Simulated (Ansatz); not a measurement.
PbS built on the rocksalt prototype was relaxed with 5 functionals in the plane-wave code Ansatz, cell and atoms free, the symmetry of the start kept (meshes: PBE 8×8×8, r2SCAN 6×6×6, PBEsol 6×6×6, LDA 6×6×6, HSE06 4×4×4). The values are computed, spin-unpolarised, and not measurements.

The r2SCAN result:
```
Pb S
1.0
     0.00000    2.98723    2.98723
     2.98723    0.00000    2.98723
     2.98723    2.98723    0.00000
Pb S
1 1
Direct
  0.00000 0.00000 0.00000
  0.50000 0.50000 0.50000
```

It is cubic, Fm-3m (No. 225); a = 5.974 Å in the conventional setting, 26.66 Å³ an atom. Pb is surrounded by 6 S at 2.99 Å; S is surrounded by 6 Pb at 2.99 Å.

(1) How does the cell change with HSE06?

(2) How does the cell change with PBE?

(3) Held at the r2SCAN cell, what mean stress do LDA and PBE find, and does its sign point to their own minimum?

Results:

(1) a = 5.971 Å; the volume differs by -0.2 % from r2SCAN's. Around Pb lie 6 S at 2.99 Å; around S lie 6 Pb at 2.99 Å.

(2) a = 6.008 Å; the volume differs by +1.7 % from r2SCAN's. Pb is surrounded by 6 S at 3.00 Å; S is surrounded by 6 Pb at 3.00 Å.

(3) Yes. LDA -3.69 GPa, and its relaxed volume is -6.5 % from r2SCAN's; PBE +0.94 GPa, and its relaxed volume is +1.7 % from r2SCAN's. Compression counts positive, so a positive stress asks for a larger cell.
